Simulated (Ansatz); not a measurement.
# Co (P6_3/mmc) in Ansatz: a series of runs

One crystal, Co, is run at these levels: PBEsol; tasks: relaxation of cell and atoms.

Everything below comes from runs of Ansatz 0.2.0. Logs are shortened: lines on timing, memory, paths and dates and some standing lists are left out, and cuts for length are marked.

### Step 1. Starting point

It takes space group P6_3/mmc (No. 194, hexagonal). Conventional cell: a = 2.472 Å, b = 2.472 Å, c = 4.021 Å, α = 90.00°, β = 90.00°, γ = 120.00°. Co (site symmetry -6m2) has 12 Co at 2.47 Å as nearest neighbours.

### Step 2. Relaxation of cell and atoms, PBEsol, collinear spin, ferromagnetic start, target pressure 20 GPa, at which the enthalpy is minimised

input.yaml

```yaml
crystal:
  lattice:
    - [2.4719999032, 0.0, 0.0]
    - [-1.2359999516, 2.1408147143, 0.0]
    - [0.0, 0.0, 4.02114408]
  atoms:
    - { symbol: Co, position: [0.6666666667, 0.3333333333, 0.75], spin: 2.0 }
    - { symbol: Co, position: [0.3333333333, 0.6666666667, 0.25], spin: 2.0 }
kpoints:
  mp_grid: { grid: [12, 12, 7] }
scf:
  occupations: { method: fermi_dirac, width: 0.05 }
hamiltonian:
  xc: pbesol
  pseudopotentials: { kind: all_electron, lapw: { basis_error: 0.001 } }
magnetization:
  spin_polarized: true
output:
  forces: true
  stress: true
relax:
  f_tol: 0.01
  max_steps: 60
  cell: { p_target: 20 }
```

Potentials or basis: all-electron LAPW, scalar-relativistic.

Launch:

```
> ansatz run input.yaml --threads 2 --pin off --max-ram 6144MiB --backend cpu --events-out ev --progress --plain --runs-dir out
```

Output:

```text
Warning: RAYON_NUM_THREADS=2 ignored (pool sized by the plan → 2); use --threads N
The last accepted step is kept in <dir> (removed where the run ends without a failure and the disk answers)
LAPW: plane waves up to 9.422 Å⁻¹, error target 1.0e-3 eV per atom; small_component_spin mean_spin; Co in spheres of 1.196 Å, 17 of its electrons in bands, Dirac shells [] (how accurate: hamiltonian.pseudopotentials.lapw.basis_error, Limitations)
Engine: ansatz 0.2.0, aarch64-unknown-linux-gnu
Pseudopotentials: kind: all_electron
Pseudopotential: Co, LAPW, valence charge 17, lapw/all_electron/scalar/gaussian/Co, Koelling and Harmon's equation, gaussian nucleus
Functional definition: PBEsol
  exchange = pbesol_x
  correlation = pbesol_c
Crystal: 2 atoms, lattice volume = 21.280 Å³
Basis set: ecut = 338.2577022032041 eV, 313 PW (Γ), exchange–correlation at level 2
Bands: 23, of which v1, the nominal top of the filled ones, is band 17 counted from 1 (16 counted from 0)
Symmetry: 24 space group operations
Space group: P63/mmc (ITA 194), of the structure as read, at distance tolerance 2.8e-5 Å
Magnetic group: BNS 194.263 (UNI 1493), of the structure as read, at distance tolerance 2.8e-5 Å
k-points: 76 of 1008
Non-local potential: Co, projectors of the file, none
Initial density: superposition of atomic densities (chi_scale 0.1, normalization cell)
Starting moments: Σ|m| = 4 μB on 2 of 2 sites
Initial wavefunctions: plane waves of lowest kinetic energy (no species holds an atomic orbital)
Functional: x = pbesol(κ = 0.804, μ = 0.12345679012345678), c = pbesol(β = 0.046)
iter 1 solved again at ethr=3.57e-5 eV; its pass at ethr=1.00e-1 eV (dr2=1.21e-2 eV) is discarded
SCF iter   1: F=—  HF=-75768.704366 eV  |F-HF|=—  |Δ(HF+E_count)|=         —  Δρ=1.74e-2 (↑1.72e-2 ↓1.74e-2)  dr2=1.23e-2  dr2_m=5.30e-2  M=3.302 μB ∫|m|=3.426 μB  β_m=0.30  ethr=3.57e-5  ⟨swp⟩=3.2  Hψ=26812  notcnv=0
Mixer restart at iter 1: flushing history
preconditioner: auto → none  [metal: Δε(μ)=0.002 eV  Ē_g=9.789 eV  σ=0.050 eV  W_gap=0.01  n_scr=8 (ndim 8)  ℏωp=34.2 eV  f_vac=0.000  D(μ)=1.93/eV (n_scr^D=22)  sad-step TF]
SCF iter   2: F=—  HF=-75768.779585 eV  |F-HF|=—  |Δ(HF+E_count)|=         —  Δρ=1.36e-2 (↑1.33e-2 ↓1.36e-2)  dr2=6.66e-3  dr2_m=3.34e-2  M=3.238 μB ∫|m|=3.391 μB  β_m=0.30  ethr=3.57e-5  ⟨swp⟩=2.5  Hψ=9992  notcnv=0
Mixer restart at iter 2: flushing history
SCF iter   3: F=—  HF=-75768.810953 eV  |F-HF|=—  |Δ(HF+E_count)|=   3.14e-2  Δρ=9.86e-3 (↑9.63e-3 ↓9.86e-3)  dr2=2.99e-3  dr2_m=1.75e-2  M=3.224 μB ∫|m|=3.406 μB  β_m=0.62  ethr=1.96e-5  ⟨swp⟩=2.0  Hψ=9822  notcnv=0
iter 4 solved again at ethr=1.08e-8 eV; its pass at ethr=8.79e-6 eV (dr2=3.66e-6 eV) is discarded
SCF iter   4: F=—  HF=-75768.854287 eV  |F-HF|=—  |Δ(HF+E_count)|=   4.33e-2  Δρ=1.03e-3 (↑1.00e-3 ↓1.03e-3)  dr2=3.66e-6  dr2_m=2.00e-4  M=3.196 μB ∫|m|=3.459 μB  β_m=0.81  ethr=1.08e-8  ⟨swp⟩=3.0  Hψ=18559  notcnv=0
SCF iter   5: F=—  HF=-75768.856224 eV  |F-HF|=—  |Δ(HF+E_count)|=   1.94e-3  Δρ=9.94e-4 (↑5.22e-4 ↓9.94e-4)  dr2=1.76e-4  dr2_m=3.69e-5  M=3.193 μB ∫|m|=3.472 μB  β_m=0.64  ethr=1.08e-8  ⟨swp⟩=3.8  Hψ=12575  notcnv=0
SCF iter   6: F=—  HF=-75768.855488 eV  |F-HF|=—  |Δ(HF+E_count)|=   7.36e-4  Δρ=1.17e-4 (↑9.49e-5 ↓1.17e-4)  dr2=5.30e-6  dr2_m=9.12e-7  M=3.198 μB ∫|m|=3.485 μB  β_m=0.80  ethr=1.08e-8  ⟨swp⟩=3.6  Hψ=12253  notcnv=0
SCF iter   7: F=—  HF=-75768.855491 eV  |F-HF|=—  |Δ(HF+E_count)|=   2.64e-6  Δρ=1.30e-5 (↑1.07e-5 ↓1.30e-5)  dr2=3.15e-8  dr2_m=1.91e-8  M=3.199 μB ∫|m|=3.488 μB  β_m=0.82  ethr=1.08e-8  ⟨swp⟩=3.0  Hψ=10162  notcnv=0
SCF iter   8: F=-75768.855491 eV  HF=-75768.855491 eV  |F-HF|=2.37e-9  |Δ(HF+E_count)|=   2.18e-8  Δρ=3.11e-6 (↑1.95e-6 ↓3.11e-6)  dr2=5.20e-10  dr2_m=1.16e-9  M=3.198 μB ∫|m|=3.487 μB  ethr=9.27e-11  ⟨swp⟩=2.9  Hψ=10302  notcnv=0
SCF 1 converged in 8 iterations: F = -75768.855491 eV  dr2 = 5.20e-10
relax step   1: F+E_penalty+E_count = -75768.85549082 eV  Δ(F+E_penalty+E_count) = +0.000e0 eV  max|allowed force component| = 7.401e-17 eV/Å  Δτ_max = 0.0000 Å  P = -5.840 GPa  Ω = 21.280 Å³  (8 SCF iters, accepted)
Crystal: 2 atoms, lattice volume = 20.041 Å³
Basis set: ecut = 352.0667124531832 eV, 313 PW (Γ), exchange–correlation at level 2
[... 13 lines left out ...]
SCF iter   8: F=-75768.849089 eV  HF=-75768.849089 eV  |F-HF|=7.96e-9  |Δ(HF+E_count)|=   4.36e-8  Δρ=1.46e-6 (↑8.39e-7 ↓1.46e-6)  dr2=4.81e-10  dr2_m=2.07e-11  M=3.037 μB ∫|m|=3.299 μB  ethr=2.30e-12  ⟨swp⟩=3.0  Hψ=11087  notcnv=0
SCF 2 converged in 8 iterations: F = -75768.849089 eV  dr2 = 4.81e-10
relax step   2: F+E_penalty+E_count = -75768.84908901 eV  Δ(F+E_penalty+E_count) = +6.402e-3 eV  max|allowed force component| = 3.007e-17 eV/Å  Δτ_max = 0.0000 Å  P = +8.491 GPa  Ω = 20.041 Å³  (8 SCF iters, accepted)
Crystal: 2 atoms, lattice volume = 19.145 Å³
Basis set: ecut = 362.96817964035415 eV, 313 PW (Γ), exchange–correlation at level 2
iter 1 solved again at ethr=1.97e-7 eV; its pass at ethr=1.00e-1 eV (dr2=6.70e-5 eV) is discarded
SCF iter   1: F=—  HF=-75768.763089 eV  |F-HF|=—  |Δ(HF+E_count)|=         —  Δρ=1.96e-3 (↑1.96e-3 ↓1.68e-3)  dr2=7.06e-5  dr2_m=5.56e-4  M=2.980 μB ∫|m|=3.220 μB  β_m=0.65  ethr=1.97e-7  ⟨swp⟩=5.0  Hψ=22833  notcnv=0
[... 22 lines left out ...]
SCF 4 converged in 6 iterations: F = -75768.787831 eV  dr2 = 1.16e-9
relax step   4: F+E_penalty+E_count = -75768.78783053 eV  Δ(F+E_penalty+E_count) = -2.495e-2 eV  max|allowed force component| = 2.082e-17 eV/Å  Δτ_max = 0.0000 Å  P = +19.750 GPa  Ω = 19.331 Å³  (6 SCF iters, accepted)
Crystal: 2 atoms, lattice volume = 19.317 Å³
Basis set: ecut = 360.8025159073988 eV, 313 PW (Γ), exchange–correlation at level 2
iter 1 solved again at ethr=1.52e-10 eV; its pass at ethr=1.00e-1 eV (dr2=5.15e-8 eV) is discarded
SCF iter   1: F=—  HF=-75768.786120 eV  |F-HF|=—  |Δ(HF+E_count)|=         —  Δρ=2.13e-5 (↑2.13e-5 ↓1.92e-5)  dr2=3.83e-8  dr2_m=6.06e-8  M=2.987 μB ∫|m|=3.231 μB  β_m=0.65  ethr=1.52e-10  ⟨swp⟩=5.1  Hψ=22299  notcnv=0
preconditioner: auto → none  [metal: Δε(μ)=0.010 eV  Ē_g=10.497 eV  σ=0.050 eV  W_gap=0.05  n_scr=2 (ndim 8)  ℏωp=35.8 eV  f_vac=0.000  D(μ)=1.34/eV (n_scr^D=22)]
iter 2 solved again at ethr=5.04e-12 eV; its pass at ethr=1.13e-10 eV (dr2=1.71e-9 eV) is discarded
SCF iter   2: F=—  HF=-75768.786120 eV  |F-HF|=—  |Δ(HF+E_count)|=   9.60e-9  Δρ=6.72e-6 (↑5.04e-6 ↓6.72e-6)  dr2=1.71e-9  dr2_m=5.70e-9  M=2.987 μB ∫|m|=3.231 μB  β_m=0.56  ethr=5.04e-12  ⟨swp⟩=2.0  Hψ=17238  notcnv=0
SCF iter   3: F=—  HF=-75768.786120 eV  |F-HF|=—  |Δ(HF+E_count)|=   3.52e-8  Δρ=3.54e-6 (↑3.54e-6 ↓1.71e-6)  dr2=1.10e-9  dr2_m=7.66e-10  M=2.987 μB ∫|m|=3.231 μB  β_m=0.50  ethr=5.03e-12  ⟨swp⟩=3.0  Hψ=11076  notcnv=0
SCF iter   4: F=—  HF=-75768.786120 eV  |F-HF|=—  |Δ(HF+E_count)|=   1.24e-9  Δρ=5.70e-7 (↑5.70e-7 ↓4.73e-7)  dr2=1.23e-10  dr2_m=1.20e-11  M=2.987 μB ∫|m|=3.231 μB  β_m=0.67  ethr=3.24e-12  ⟨swp⟩=3.0  Hψ=11077  notcnv=0
SCF iter   5: F=-75768.786120 eV  HF=-75768.786120 eV  |F-HF|=1.11e-9  |Δ(HF+E_count)|=   2.65e-9  Δρ=5.19e-7 (↑4.73e-7 ↓5.19e-7)  dr2=8.27e-11  dr2_m=2.09e-12  M=2.987 μB ∫|m|=3.231 μB  ethr=1.20e-12 (applied; sched 1.00e-12)  ⟨swp⟩=3.0  Hψ=10503  notcnv=0
SCF 5 converged in 5 iterations: F = -75768.786120 eV  dr2 = 8.27e-11
relax step   5: F+E_penalty+E_count = -75768.78612044 eV  Δ(F+E_penalty+E_count) = +1.710e-3 eV  max|allowed force component| = 3.932e-17 eV/Å  Δτ_max = 0.0000 Å  P = +19.995 GPa  Ω = 19.317 Å³  (5 SCF iters, accepted)
iter 1 solved again at ethr=1.65e-12 eV; its pass at ethr=1.00e-1 eV (dr2=5.62e-10 eV) is discarded
SCF iter   1: F=—  HF=-75768.786120 eV  |F-HF|=—  |Δ(HF+E_count)|=         —  Δρ=5.47e-7 (↑5.47e-7 ↓5.28e-7)  dr2=2.45e-11  dr2_m=1.64e-12  M=2.987 μB ∫|m|=3.231 μB  β_m=0.65  ethr=1.65e-12  ⟨swp⟩=5.2  Hψ=26053  notcnv=1  trunc=58  reapply=101
SCF iter   2: F=—  HF=-75768.786120 eV  |F-HF|=—  |Δ(HF+E_count)|=   1.88e-9  Δρ=1.92e-7 (↑1.92e-7 ↓1.84e-7)  dr2=2.64e-12  dr2_m=3.71e-13  M=2.987 μB ∫|m|=3.231 μB  β_m=0.50  ethr=1.09e-12 (applied; sched 1.00e-12)  ⟨swp⟩=2.0  Hψ=9644  notcnv=0
SCF iter   3: F=-75768.786120 eV  HF=-75768.786120 eV  |F-HF|=6.11e-10  |Δ(HF+E_count)|=  3.20e-10  Δρ=2.97e-7 (↑2.65e-7 ↓2.97e-7)  dr2=2.46e-11  dr2_m=3.37e-13  M=2.987 μB ∫|m|=3.231 μB  ethr=1.09e-12 (applied; sched 1.00e-12)  ⟨swp⟩=2.0  Hψ=9644  notcnv=0
SCF 6 converged in 3 iterations: F = -75768.786120 eV  dr2 = 2.46e-11
relax step   6: F+E_penalty+E_count = -75768.78611961 eV  Δ(F+E_penalty+E_count) = +8.271e-7 eV  max|allowed force component| = 4.857e-17 eV/Å  Δτ_max = 0.0000 Å  P = +19.995 GPa  Ω = 19.317 Å³  stress off target by 1.33e-2 GPa  SCF on the basis re-selected at this cell (its energy is not comparable with the rows above)  (3 SCF iters)
basis re-selected at this cell: Δ(F+E_penalty+E_count) = +8.271e-7 eV, ΔP = +0.000 GPa vs the last step (what re-selecting the basis moved, after the strain that the cell walked since its last selection, with what the two solves' SCF thresholds leave and, on support functions, any second-order correction that the steps lacked; it is no measure of the basis error at this ecutwfc). This SCF's stress stands 1.33e-2 GPa from its target on what of the cell is left free (relax.cell.stress_tol is 5.00e-2 GPa) and its largest allowed force component is 4.86e-17 eV/Å (relax.f_tol is 1.00e-2 eV/Å): within both
SCF converged after 3 iterations
Magnetization: 2.9873 μB (18.4936 up, 15.5064 down)
Absolute magnetization: 3.2306 μB (∫|ρ↑−ρ↓|)
Spin contamination: 0.0368 ħ² per cell (⟨S²⟩ above its minimum at these occupations)
Per-site moments (μB) at R_I (Å): [(1.543920801981315, 1.1578667435863126), (1.543920801981315, 1.1578667435863126)]
Free energy (F): -75768.786120 eV
Harris-Foulkes:  -75768.786120 eV  (|F-HF|=6.11e-10)
Internal energy: -75768.774370 eV  (E = F + TS)
E sigma→0 (E₀):  -75768.780245 eV
Entropy (-TS):   -0.011750 eV (-5.875 meV/atom)
Fermi energy:    21.698495 eV
--- Per-component energies (eV) ---
  E_band       = -387.745778
  E_kinetic    = 76894.563704
  E_xc         = -3184.048899
  E_electrostatic = -149479.289175  (all electrons and nuclei)
  E_smearing   = -0.011750  (= −TS)
  E_closure    = 0.000000  (closes the sum)
  E_atoms      = -75750.878730  (free atoms, spherical and without spin; not in F)
  Σ components = -75768.786120   (vs F -75768.786120, Δ=0.00e0)
  Basis errors (estimates in eV, not in F): energy 2.4e-4 per atom: plane waves 2.4e-4 (1.3e-4 summed), levels above the bands 4.8e-97, relativity 2.2e-8, radial functions 5.8e-6, core shells 8.5e-9; eigenvalues (radial functions only) 6.1e-7; not estimated: angular momenta, meshes, grids; target (lapw.basis_error) 1.0e-3; muffin-tin radii Co 1.158 Å
--- Forces (eV/Å), atoms counted from 1 ---
  atom   1  Co    -0.00000000    -0.00000000    -0.00000000
  atom   2  Co    -0.00000000     0.00000000     0.00000000
  max |Σ_I F_I| component: 4.63e-17 eV/Å
--- Stress (GPa, compression-positive) ---
       19.999440       0.000000      -0.000000
        0.000000      19.999440      -0.000000
       -0.000000      -0.000000      19.986725
  P = ⅓ Tr σ = 19.9952 GPa (199.952 kbar)
--- Relaxed structure (5 steps of the walk, 5 accepted, 1 SCFs on fresh bases) ---
  F+E_penalty+E_count = -75768.78611961 eV   max|allowed force component| = 4.857e-17 eV/Å   (the final SCF, on the basis selected at the relaxed cell)
  cell:  # Å, volume = 19.3172 Å³
    - [2.399199470520622, 0.0, 0.0]
    - [-1.199599735260311, 2.0777676902170326, 0.0]
    - [0.0, 0.0, 3.8750831430355044]
  atoms:
    - { symbol: Co, position: [0.6666666666666667, 0.33333333333333337, 0.7500000000000001] }
    - { symbol: Co, position: [0.33333333333333337, 0.6666666666666667, 0.25000000000000006] }
```

Run time: 75 s. Hardware: 2 threads of Arm Neoverse V2, shared host; peak memory 0.54 GiB.

What came out:

```
Free energy                                            : -75768.7861 eV
Relaxed volume                                         : 9.66 Å³/atom
Relaxed cell                                           : a = 2.399 Å, b = 2.399 Å, c = 3.875 Å, α = 90.00°, β = 90.00°, γ = 120.00°
Space group after relaxing (to 0.05 Å)                 : P6_3/mmc (No. 194)
Energy change on relaxing (the enthalpy is what falls) : +34.7 meV/atom
Ionic steps                                            : 6
Pressure after relaxing                                : 20.0 GPa
Net moment                                             : 2.99 μB per cell
Absolute moment                                        : 3.23 μB per cell
Site moments                                           : Co +1.54 μB
```

The path:
| step | energy change (eV) | largest force (eV/Å) | volume (Å³) |
| --- | --- | --- | --- |
| 1 | 0.0000 | 0.0000 | 21.28 |
| 2 | 0.0064 | 0.0000 | 20.04 |
| 3 | 0.0926 | 0.0000 | 19.14 |
| 4 | 0.0677 | 0.0000 | 19.33 |
| 5 | 0.0694 | 0.0000 | 19.32 |
| 6 | 0.0694 | 0.0000 | 19.32 |

Final structure:
```yaml
crystal:
  lattice:
    - [2.39920, 0.00000, 0.00000]
    - [-1.19960, 2.07777, 0.00000]
    - [0.00000, 0.00000, 3.87508]
  atoms:
    - { symbol: Co, position: [0.66667, 0.33333, 0.75000] }
    - { symbol: Co, position: [0.33333, 0.66667, 0.25000] }
```

### Step 3. Relaxation of cell and atoms, PBEsol, collinear spin, ferromagnetic start, target pressure 30 GPa, at which the enthalpy is minimised

Edit input.yaml of step 2 so:

```diff
@@ -23,2 +23,2 @@
   max_steps: 60
-  cell: { p_target: 20 }
+  cell: { p_target: 30 }
```

Potentials or basis: all-electron LAPW, scalar-relativistic.

Launch:

```
> ansatz run input.yaml --threads 2 --pin off --max-ram 6144MiB --backend cpu --events-out ev --progress --plain --runs-dir out
```

Wall time 72 s (2 threads of Arm Neoverse V2, shared host); peak memory 0.54 GiB.

It converged, with:

```
Free energy                                            : -75768.7057 eV
Relaxed volume                                         : 9.40 Å³/atom
Relaxed cell                                           : a = 2.377 Å, b = 2.377 Å, c = 3.841 Å, α = 90.00°, β = 90.00°, γ = 120.00°
Space group after relaxing (to 0.05 Å)                 : P6_3/mmc (No. 194)
Energy change on relaxing (the enthalpy is what falls) : +74.9 meV/atom
Ionic steps                                            : 6
Pressure after relaxing                                : 30.0 GPa
Net moment                                             : 2.97 μB per cell
Absolute moment                                        : 3.20 μB per cell
Site moments                                           : Co +1.53 μB
```

The path:
```csv
step,energy change (eV),largest force (eV/Å),volume (Å³)
1,0.0000,0.0000,21.28
2,0.0412,0.0000,19.57
3,0.1959,0.0000,18.57
4,0.1470,0.0000,18.81
5,0.1498,0.0000,18.80
6,0.1498,0.0000,18.80
```

Final structure:
```xyz
2
Lattice="2.3774 0.0000 0.0000 -1.1887 2.0589 0.0000 0.0000 0.0000 3.8405" Properties=species:S:1:pos:R:3 pbc="T T T"
Co    1.1887    0.6863    2.8804
Co    0.0000    1.3726    0.9601
```
